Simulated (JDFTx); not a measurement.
Runs of JDFTx 1.7.0 (patched build) on Ag. It takes space group Fm-3m (No. 225, cubic). The conventional cell has a = 4.085 Å, b = 4.085 Å, c = 4.085 Å, α = 90.00°, β = 90.00°, γ = 90.00°. Around Ag (site symmetry m-3m) lie 12 Ag at 2.89 Å. 

```tsv
task	level	potentials or basis	cell	cutoff (eV)	local potential set to -Z/r beyond	SCF threshold on the energy	further solve for the empty bands	pseudo rcut	gap on the mesh (eV)	pressure (GPa)	V0 of scaled cells (Å³/atom)	relaxed volume (Å³/atom)	B0 (GPa)
single point	PBEsol	PseudoDojo-SR-PBEsol-0.4.1-standard with smoothed tails	as given	1116	6 bohr	1e-09 Ha	yes	6	none	(b)	-	-	-
relaxation of cell and atoms	PBE	SG15-PBE-1.2 with smoothed tails	relaxed	1088	6 bohr	1e-09 Ha	no	6	none	0.0	-	(a)	-
equation of state	PBEsol	PseudoDojo-SR-PBEsol-0.4.1-standard with smoothed tails	as given	1116	6 bohr	1e-09 Ha	-	6	-	-	16.61	-	121
single point	PBE	PseudoDojo-SR-PBE-0.5-standard	as given	1116	-	1e-08 Ha	yes	-	none	4.3	-	-	-
relaxation of cell and atoms	PBE	Ansatz-NC-SR-PBE with smoothed tails	relaxed	980	6 bohr	1e-09 Ha	no	6	none	0.0	-	17.80	-
relaxation of cell and atoms	PBE	PseudoDojo-SR-PBE-0.5-stringent with smoothed tails	relaxed	1116	6 bohr	1e-09 Ha	no	6	none	0.0	-	17.72	-
equation of state	PBE	PseudoDojo-SR-PBE-0.5-standard	as given	1116	-	1e-08 Ha	-	-	-	-	17.81	-	89
equation of state	r2SCAN	SG15-PBE-1.2 with smoothed tails	as given	1088	6 bohr	1e-09 Ha	-	6	-	-	17.14	-	103
relaxation of cell and atoms	PBE	SPMS-PBE-1.0 with smoothed tails	relaxed	1088	6 bohr	1e-09 Ha	no	6	none	0.0	-	(c)	-
relaxation of cell and atoms	PBE	PseudoDojo-SR-PBE-0.5-standard	relaxed	1116	-	1e-10 Ha	no	-	none	0.0	-	17.74	-
```

Alike in all rows: no spin polarisation; k mesh 11 × 11 × 11; smearing fermi-dirac 0.05 eV.

**Question.** Estimate the missing entries.

**Answer.** (a) 17.79; (b) -3.1; (c) 17.81.

Caveats: the potentials were made for another functional, which shifts forces and pressure (some runs).

A k mesh can miss the band edges, and the runs leave out spin-orbit coupling on Ag.

A gap of «none» marks a metal or a gap under the smearing width.

Not every run made on this cell is shown here.
